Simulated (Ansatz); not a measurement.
# ZnS (F-43m), work and stress of cleavage

All numbers below come from Ansatz 0.2.0, DFT r2SCAN, scalar-relativistic, plane waves, PAW. Settings: plane waves to 500 eV, k-mesh 6×6×2 (Γ-centred), Gaussian smearing 0.05 eV. No spin polarisation. Energies are free energies at this smearing, counted from the undisturbed cell; pressure is positive in compression.

The starting cell (as given, not relaxed at this level; it stands at -0.9 GPa):

```xyz
8
Lattice="-2.7046 -2.7046 0.0000 2.7046 -2.7046 0.0000 0.0000 0.0000 10.8186" Properties=species:S:1:pos:R:3 pbc="T T T"
Zn    0.0000    0.0000   10.1424
Zn    0.0000   -2.7046    2.0285
Zn    0.0000    0.0000    4.7331
Zn    0.0000   -2.7046    7.4378
S    -1.3523   -1.3523    3.3808
S     1.3523   -1.3523    6.0855
S    -1.3523   -1.3523    8.7901
S     1.3523   -1.3523    0.6762
```

The cut lies on the cell's a–b face, a (0 -1 0) plane (indices in the standard cell, whose axes needn't be the Cartesian ones shown) of area 14.63 Å², between layers 1.35 Å apart. Vector c is lengthened by d along the normal with the atoms' Cartesian places fixed: one unrelaxed cut a cell. The traction is positive where the two halves pull on each other.

| d (Å) | energy (J/m²) | traction (GPa) |
| --- | --- | --- |
| -0.30 | 0.27 | -19.7 |
| -0.15 | 0.06 | -8.9 |
| 0.00 | 0.00 | 0.9 |
| 0.25 | 0.19 | 13.7 |
| 0.50 | 0.65 | 21.8 |
| 0.75 | 1.25 | 25.7 |
| 1.00 | 1.90 | 26.3 |
| 1.50 | 3.11 | 20.9 |
| 2.00 | 3.87 | 10.3 |
| 3.00 | 4.45 | 2.6 |
| 4.50 | 4.62 | 0.4 |
| 6.00 | 4.66 | 0.2 |

Task: What are the work of separation and the cleavage stress, and do they fit the universal binding curve?

Result: The energy levels off near W ≈ 4.66 J/m² (the traction is down to 0.2 GPa), the energy of the two unrelaxed faces, 2.33 J/m² each on average. The largest sampled traction is 26.3 GPa at d = 1.00 Å, and a parabola through it and its two neighbours peaks at σ_max ≈ 26.4 GPa, d ≈ 0.95 Å. The curve E = W[1 − (1 + d/ℓ)exp(−d/ℓ)] peaks in traction at d = ℓ with σ_max = W/(eℓ); with 1 J/m² per Å = 10 GPa this W and σ_max give ℓ = 0.65 Å. A parabola through that curve at the same three d peaks at 0.12 Å, against 0.95 Å here, so the traction peaks further out than on that curve. The cut parts unlike faces (Zn and S); in an ionic crystal that makes them polar, and the energy then depends on the thickness of the slab. The opened faces are metallic here, and spin polarisation, left out, could lower W. Real crystals break at far lower stress, because cracks concentrate it, and on the plane of lowest W, which needn't be this one.

The cut is rigid; relaxing the faces lowers these energies and usually the stresses.

The gap closes along the scan, which can put kinks into the curve.

Cost: 12 runs of about 9.3 core-minutes in all, on Oxide Virtual Turin-like Processor (Zen 5) (shared hosts).